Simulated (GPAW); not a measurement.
# Cu2O (Cuprite) (Pn-3m) in GPAW: single point with PBE

Aim: the single point of Cu2O (Cuprite) with PBE.

Program: GPAW 26.7.0. These are calculated values, not measurements. Logs are shortened: lines on timing, memory, paths and dates and some standing lists are left out, and cuts for length are marked. The log counts tension as positive stress, the text compression.

**What was measured.**

From “Importance of surface oxygen vacancies for ultrafast hot carrier relaxation and transport in Cu2O”, 2021, arxiv:2103.03167, for a bulk crystal of Cu2O: band gap 2.17 eV (direct).

How close the calculation comes is told below.

## Step 1: The structure

It takes space group Pn-3m (No. 224, cubic). Conventional cell: a = 4.260 Å, b = 4.260 Å, c = 4.260 Å, α = 90.00°, β = 90.00°, γ = 90.00°. Cu (site symmetry -3m) has 2 O at 1.84 Å as nearest neighbours. O (site symmetry -43m) is surrounded by 4 Cu at 1.84 Å.

## Step 2: Single point, PBE

run.py reads:

```python
from ase import Atoms
from ase.dft.bandgap import bandgap
from ase.io import write
from ase.units import GPa
from gpaw import GPAW, PW

atoms = Atoms(['Cu', 'Cu', 'Cu', 'Cu', 'O', 'O'],
              cell=[[4.26, 0.0, 0.0],
                    [0.0, 4.26, 0.0],
                    [0.0, 0.0, 4.26]],
              scaled_positions=[[0.75, 0.25, 0.75],
                                [0.75, 0.75, 0.25],
                                [0.25, 0.75, 0.75],
                                [0.25, 0.25, 0.25],
                                [0.5, 0.5, 0.5],
                                [0.0, 0.0, 0.0]],
              pbc=True)

calc = GPAW(mode=PW(800),
            xc='PBE',
            kpts={'size': (6, 6, 6), 'gamma': True},
            occupations={'name': 'methfessel-paxton', 'order': 0, 'width': 0.012},
            nbands=51,
            convergence={'density': 1e-05, 'energy': 1e-05},
            maxiter=150,
            txt='gpaw.txt')
atoms.calc = calc
energy = atoms.get_potential_energy()
forces = atoms.get_forces()
stress = atoms.get_stress()
calc.write('gs.gpw')
write('result.traj', atoms)
print(f'Energy: {energy:.6f} eV')
print('Forces (eV/A):')
print(forces.round(4))
print('Stress (GPa):', (stress / GPa).round(3))
print('Fermi level:', round(calc.get_fermi_level(), 4), 'eV')
print(f'Gap: {bandgap(calc)[0]:.4f} eV, direct: {bandgap(calc, direct=True)[0]:.4f} eV')
```

Potentials or basis: GPAW PAW data sets (gpaw-data 1.2.1), pw.

Launch:

```
$ OMP_NUM_THREADS=1 python run.py
```

gpaw.txt:

```text
__  _  _
 | _ |_)|_||  |
 |__||  | ||/\| - 26.7.0

Input parameters:
  mode=PW(ecut=800.0),
  convergence={'density': 1e-05, 'energy': 1e-05},
  kpts=MonkhorstPack(size=(6, 6, 6), gamma=True),
  maxiter=150,
  nbands=51,
  occupations=Occupations(name='methfessel-paxton', order=0, width=0.012),
  xc=XC(name='PBE')

Diagonalizing LCAO Hamiltonian
Converting LCAO to pw mode
    .---------.
   /|         |
  / | Cu      |
 *  |         |
 |  |  O CuCu |
 |  .---------.
 | /Cu       /
 |/         /
 O---------*

Atoms  # Å, Bohr magnetons
|   | symbol |        x |        y |        z |    initial magnetic moments |
|---|--------|----------|----------|----------|-----------------------------|
| 0 |     Cu | 3.195000 | 1.065000 | 3.195000 | ( 0.0000,  0.0000,  0.0000) |
| 1 |     Cu | 3.195000 | 3.195000 | 1.065000 | ( 0.0000,  0.0000,  0.0000) |
| 2 |     Cu | 1.065000 | 3.195000 | 3.195000 | ( 0.0000,  0.0000,  0.0000) |
| 3 |     Cu | 1.065000 | 1.065000 | 1.065000 | ( 0.0000,  0.0000,  0.0000) |
| 4 |      O | 2.130000 | 2.130000 | 2.130000 | ( 0.0000,  0.0000,  0.0000) |
| 5 |      O | 0.000000 | 0.000000 | 0.000000 | ( 0.0000,  0.0000,  0.0000) |

Unit cell  # Å
| periodic |        x |        y |        z |  lengths |    angles |
|----------|----------|----------|----------|----------|-----------|
|      yes | 4.260000 | 0.000000 | 0.000000 | 4.260000 | 90.000000 |
|      yes | 0.000000 | 4.260000 | 0.000000 | 4.260000 | 90.000000 |
|      yes | 0.000000 | 0.000000 | 4.260000 | 4.260000 | 90.000000 |

Number of symmetries: 24
Symmetry operations  # r_c * U_cc + t_c -> r_c
|    | kind |            matrix            |
|----|------|------------------------------|
|  0 |  E   |  1, 0, 0,  0, 1, 0,  0, 0, 1 |
|  1 |  σ   |  1, 0, 0,  0, 0, 1,  0, 1, 0 |
|  2 |  σ   |  1, 0, 0,  0, 0,-1,  0,-1, 0 |
|  3 |  C2  |  1, 0, 0,  0,-1, 0,  0, 0,-1 |
|  4 |  σ   |  0, 1, 0,  1, 0, 0,  0, 0, 1 |
|  5 |  C3  |  0, 1, 0,  0, 0, 1,  1, 0, 0 |
|  6 |  C3  |  0, 1, 0,  0, 0,-1, -1, 0, 0 |
|  7 |  S4  |  0, 1, 0, -1, 0, 0,  0, 0,-1 |
|  8 |  C3  |  0, 0, 1,  1, 0, 0,  0, 1, 0 |
|  9 |  σ   |  0, 0, 1,  0, 1, 0,  1, 0, 0 |
| 10 |  S4  |  0, 0, 1,  0,-1, 0, -1, 0, 0 |
| 11 |  C3  |  0, 0, 1, -1, 0, 0,  0,-1, 0 |
| 12 |  C3  |  0, 0,-1,  1, 0, 0,  0,-1, 0 |
| 13 |  σ   |  0, 0,-1,  0, 1, 0, -1, 0, 0 |
| 14 |  S4  |  0, 0,-1,  0,-1, 0,  1, 0, 0 |
| 15 |  C3  |  0, 0,-1, -1, 0, 0,  0, 1, 0 |
| 16 |  S4  |  0,-1, 0,  1, 0, 0,  0, 0,-1 |
| 17 |  C3  |  0,-1, 0,  0, 0, 1, -1, 0, 0 |
| 18 |  C3  |  0,-1, 0,  0, 0,-1,  1, 0, 0 |
| 19 |  σ   |  0,-1, 0, -1, 0, 0,  0, 0, 1 |
| 20 |  C2  | -1, 0, 0,  0, 1, 0,  0, 0,-1 |
| 21 |  S4  | -1, 0, 0,  0, 0, 1,  0,-1, 0 |
| 22 |  S4  | -1, 0, 0,  0, 0,-1,  0, 1, 0 |
| 23 |  C2  | -1, 0, 0,  0,-1, 0,  0, 0, 1 |

BZ-sampling:
  Number of BZ points: 216
  Number of IBZ points: 20

  Monkhorst-Pack size: [6, 6, 6]
  Monkhorst-Pack shift: [0.08333333333333333, 0.08333333333333333, 0.08333333333333333]

K-points  # in reciprocal-cell coordinates
|     |                                coordinates |     weight |
|-----|--------------------------------------------|------------|
|   0 | (  0.00000000,   0.00000000,   0.00000000) | 0.00462963 |
|   1 | (  0.16666667,   0.00000000,   0.00000000) | 0.02777778 |
|   2 | (  0.16666667,   0.16666667,   0.00000000) | 0.05555556 |
|   3 | (  0.16666667,   0.16666667,   0.16666667) | 0.03703704 |
|   4 | (  0.33333333,   0.00000000,   0.00000000) | 0.02777778 |
|   5 | (  0.33333333,   0.16666667,   0.00000000) | 0.11111111 |
|   6 | (  0.33333333,   0.16666667,   0.16666667) | 0.11111111 |
|   7 | (  0.33333333,   0.33333333,   0.00000000) | 0.05555556 |
|   8 | (  0.33333333,   0.33333333,   0.16666667) | 0.11111111 |
|   9 | (  0.33333333,   0.33333333,   0.33333333) | 0.03703704 |
| ... |                                            |            |
|  19 | (  0.50000000,   0.50000000,   0.50000000) | 0.00462963 |

Plane wave coefficients: 4012
Cutoff: 800.0 eV

Spin-components: 1 (collinear spins)
Bands:           51
Projectors:      34
Spin-degeneracy: 2
Datatype:        complex128

Parallelization:
  kpt:    1
  domain: 1
  band:   1

Density:
  Valence electrons: 56.0
  Components: 1
  Grid points: [28 28 28]
  Charge: 0.0  # |e|

Potential:
  Grid points: [28 28 28]

species:
  Cu:
    name:    Copper
    Z:       29.0
    valence: 11
    core:    18
    charge:  0.0  # [|e|]
    compensation charges:
      type: gauss
      rc: 0.33  # [Å]
      lmax: 2
    cutoffs:
      filter: 2.06  # [Å]
      core: 2.43  # [Å]
    projectors
    | kind |    occ | energy [eV] | rcut [Å] |
    |------|--------|-------------|----------|
    |   4s |  1.000 |      -4.609 |    1.164 |
    |   4p |  0.000 |      -0.698 |    1.164 |
    |   3d | 10.000 |      -5.039 |    1.058 |
    |    s |        |      22.603 |    1.164 |
    |    p |        |      26.513 |    1.164 |
    |    d |        |      22.172 |    1.058 |

    Using partial waves for Cu as LCAO basis

  O:
    name:    Oxygen
    Z:       8.0
    valence: 6
    core:    2
    charge:  0.0  # [|e|]
    compensation charges:
      type: gauss
      rc: 0.21  # [Å]
      lmax: 2
    cutoffs:
      filter: 1.17  # [Å]
      core: 0.83  # [Å]
    projectors
    | kind |    occ | energy [eV] | rcut [Å] |
    |------|--------|-------------|----------|
    |   2s |  2.000 |     -23.961 |    0.688 |
    |   2p |  4.000 |      -9.029 |    0.598 |
    |    s |        |       3.251 |    0.688 |
    |    p |        |      18.182 |    0.598 |
    |    d |        |       0.000 |    0.619 |

    Using partial waves for O as LCAO basis

Reference energy: -184167.511967  # eV

eigensolver:
  PPCG
  Converge bands: occupied
  niter=2

density mixing:
  MSR1-Mixer
  Pratt-step length: 0.05
  Maximum mixing coefficient: 0.75
  Old densities: 10
  SVD Regularization: 0.005
  Good broyden scale: 1.0
  Trust region scale: 1.0
  Backstep threshold: 4.0
  History deletion threshold: 6.0
  Fourier metric: weight=20.0, sigma=0.015

occupation numbers:
  Methfessel-Paxton:
    width: 0.0120  # eV
    order: 0

poisson solver:
  ecut: 6400.0  # eV

xc functional:
  name: PBE with 2 nearest neighbor stencil

convergence criteria:
- Maximum integral of absolute [dens]ity change: 1e-05 electrons / valence electron
- Maximum [total energy] change in last 3 cyles: 1e-05 eV / valence electron
- Maximum integral of absolute [eigenst]ate change: 4e-08 eV^2 / valence electron
maximum number of iterations: 150

SCF iterations
|iter     | |      energy | eigst |  dens |
|---------|-|-------------|-------|-------|
|iter:   1| |  -33.363459 | +0.42 |       |
|iter:   2| |  -30.998929 | -1.47 | -0.97 |
|iter:   3| |  -27.505317 | -1.09 | -1.08 |
|iter:   4| |  -27.444680 | -2.92 | -1.71 |
|iter:   5| |  -27.414757 | -3.44 | -1.88 |
|iter:   6| |  -27.412904 | -4.34 | -2.44 |
|iter:   7| |  -27.412889 | -5.60 | -3.11 |
|iter:   8| |  -27.412890c| -6.27 | -3.66 |
|iter:   9| |  -27.412890c| -7.60c| -4.35 |
|iter:  10| |  -27.412890c| -8.36c| -4.66 |
|iter:  11| |  -27.412890c| -7.86c| -4.92 |
|iter:  12| |  -27.412890c| -8.57c| -6.00c|

Converged in 12 steps
Energy contributions relative to reference atoms: (reference = -184167.511967)

Energy contributions:
  Kinetic:          -8.034522
  Coulomb:          -1.829125
  Zero:              0.766038
  External:          0.000000
  Xc:              -18.315280
  Entropy:          -0.000000
  Spinorbit:         0.000000
  ----------------------------
  Free energy:     -27.412890
  Extrapolated:    -27.412890

dipole moment: (-11.943529, -11.943529, -11.943529)  # |e|*Ang

Fermi level: 5.570
Eigenvalues  # (at kpt = [0.000, 0.000, 0.000])
| band index |      eig [eV] | occ [0-2] |
|------------|---------------|-----------|
|          0 |       -14.778 |     2.000 |
|        ... |               |           |
|         20 |         3.581 |     2.000 |
|         21 |         3.581 |     2.000 |
|         22 |         3.775 |     2.000 |
|         23 |         3.775 |     2.000 |
|         24 |         3.775 |     2.000 |
|         25 |         5.349 |     2.000 |
|         26 |         5.349 |     2.000 |
|         27 |         5.349 |     2.000 |
|         28 |         5.893 |     0.000 |
|         29 |         6.579 |     0.000 |
|         30 |         6.579 |     0.000 |
|         31 |        13.291 |     0.000 |
|         32 |        13.291 |     0.000 |
|         33 |        13.291 |     0.000 |
|         34 |        14.668 |     0.000 |
|         35 |        14.668 |     0.000 |
|        ... |               |           |
|         50 |        28.656 |     0.000 |

Gap: 0.545 eV
Transition (v -> c):
  (s=0, k=0, n=27, [0.00, 0.00, 0.00]) -> (s=0, k=0, n=28, [0.00, 0.00, 0.00])
No difference between direct/indirect transitions

Forces  # eV/Ang
|        x |        y |        z |
|----------|----------|----------|
|  0.00002 | -0.00002 |  0.00002 |  # Cu   0
|  0.00002 |  0.00002 | -0.00002 |  # Cu   1
| -0.00002 |  0.00002 |  0.00002 |  # Cu   2
| -0.00002 | -0.00002 | -0.00002 |  # Cu   3
|  0.00000 |  0.00000 |  0.00000 |  # O    4
| -0.00000 |  0.00000 |  0.00000 |  # O    5

Stress tensor  # eV/Ang^3
|         x |         y |         z |
|-----------|-----------|-----------|
| -0.033460 |  0.000000 |  0.000000 |
|  0.000000 | -0.033460 | -0.000000 |
|  0.000000 | -0.000000 | -0.033460 |

# Writing to gs.gpw (mode='')
```

It took 82 s on 1 thread of Arm Neoverse V2, shared host; peak memory 0.26 GiB.

What came out:

* Free energy: -27.4129 eV
* Pressure: 5.4 GPa
* Band gap on the k mesh: 0.54 eV, direct

Levels at points of the mesh, in eV from the valence-band top:
```tsv
k point	band 26	band 27	band 28	band 29	band 30	band 31
(0.00, 0.00, 0.00)	0.00	0.00	0.00	0.54	1.23	1.23
(0.50, 0.00, 0.00)	-1.20	-0.39	-0.39	2.27	2.27	4.23
(0.50, 0.50, 0.00)	-1.22	-0.66	-0.66	1.92	1.92	3.86
(0.50, 0.50, 0.50)	-0.57	-0.57	-0.57	2.45	2.45	2.45
```

Caveat: with this Cu data set, volumes or pressures lay over 1.5 % or 2 GPa off other programs in two to four cells of ten.

## Step 3: How close it comes

Step 2. Against the measured gap of Cu2O, 2.17 eV (direct; quoted in “Importance of surface oxygen vacancies for ultrafast hot carrier relaxation and transport in Cu2O”, 2021, arxiv:2103.03167), the calculated 0.54 eV is off by -1.63 eV. So large a miss can be the level of theory's own, or it may mean another phase, state or a wrong row. The value is that of PBE on a finite k mesh, which can miss the band edges, without temperature or zero-point motion. Semilocal functionals fall short of measured gaps as a rule.
